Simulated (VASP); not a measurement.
Write the native input for VASP 6.6.1 that does the following.

```yaml
Task: dielectric tensor
Functional: PBE
Potentials_or_basis: VASP PAW PBE potentials, release 64 (Ga_d, N)
Cutoff: 520 eV
k_mesh: 10 × 10 × 10
Occupations: gaussian, width 0.02 eV
Spin: no spin polarisation
Further_INCAR_settings: ALGO = Normal; EDIFF = 1e-08
```

The structure of GaN lies in POSCAR:

```
GaN
1.0
    0.0000000000      2.1352350000      2.1352350000
    2.1352350000      0.0000000000      2.1352350000
    2.1352350000      2.1352350000      0.0000000000
Ga N
1 1
Direct
    0.0000000000      0.0000000000      0.0000000000
    0.5000000000      0.5000000000      0.5000000000
```

Measurements of this composition are mostly on another form, of space group No. 186.

These files were run (other wordings do the same):

INCAR

```
PREC = Accurate ; ENCUT = 520
EDIFF = 1E-8 ; ISMEAR = 0
SIGMA = 0.02 ; LREAL = F
LASPH = T ; NELM = 80
ALGO = Normal ; ISIF = 2
LWAVE = F ; LCHARG = F
GGA = PE ; LEPSILON = T
```

KPOINTS

```
Automatic mesh
0
Gamma
  10 10 10
```

Potentials or basis: VASP PAW PBE potentials, release 64 (Ga_d, N).

Run with:

```bash
$ cat potpaw_PBE.64/Ga_d/POTCAR potpaw_PBE.64/N/POTCAR > POTCAR
$ mpirun -np 1 vasp_std > vasp.out
```

Results of the run:

The band gap on the k mesh is 0.43 eV, indirect (least direct gap 2.37 eV) and the electronic dielectric tensor (diagonal) is 8.59. The born charges (mean of the diagonal) is Ga +3.62; N -3.62 e.

Caveat: the gap is small at this level, which inflates the dielectric constant.

Run time: 2.1 min on 1 thread of Intel(R) Xeon(R) Platinum 8488C (Sapphire Rapids), on a shared host, peak memory 0.2 GiB.
